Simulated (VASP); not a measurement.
The system is Bi.

```xyz
1
Lattice="-1.9814 1.9814 1.9814 1.9814 -1.9814 1.9814 1.9814 1.9814 -1.9814" Properties=species:S:1:pos:R:3 pbc="T T T"
Bi    0.0000    0.0000    0.0000
```

This isn't the form of Bi at room conditions, which is rhombohedral.

| Item | Value |
| --- | --- |
| Program | VASP 6.6.1 |
| Task | relaxation of cell and atoms |
| Functional | PBEsol |
| Potentials or basis | VASP PAW PBE potentials, release 64 (Bi_d) |
| Cutoff | 600 eV |
| k mesh | 14 × 14 × 14 |
| Occupations | methfessel-paxton, width 0.1 eV |
| Spin | no spin polarisation |

At the start: pressure -2.1 GPa; volume 31.12 Å³/atom.

Where does the relaxation end?

Over 3 steps the energy falls by 8.1 meV/atom and the volume is 29.93 Å³/atom (-3.8 %); space group Im-3m (No. 229, to 0.05 Å).

Step by step:
```tsv
step	energy change (eV)	largest force (eV/Å)	pressure (GPa)	volume (Å³)
1	0.0000	0.0000	-2.12	31.12
2	-0.0057	0.0000	1.28	29.30
3	-0.0081	0.0000	0.02	29.93
```

Final structure:
```
Bi
1.0
    -1.95584    1.95584    1.95584
     1.95584   -1.95584    1.95584
     1.95584    1.95584   -1.95584
Bi
1
Cartesian
  0.0000 0.0000 0.0000
```

Caveat: the PAW data sets were made with another functional, which shifts forces and pressure a little.
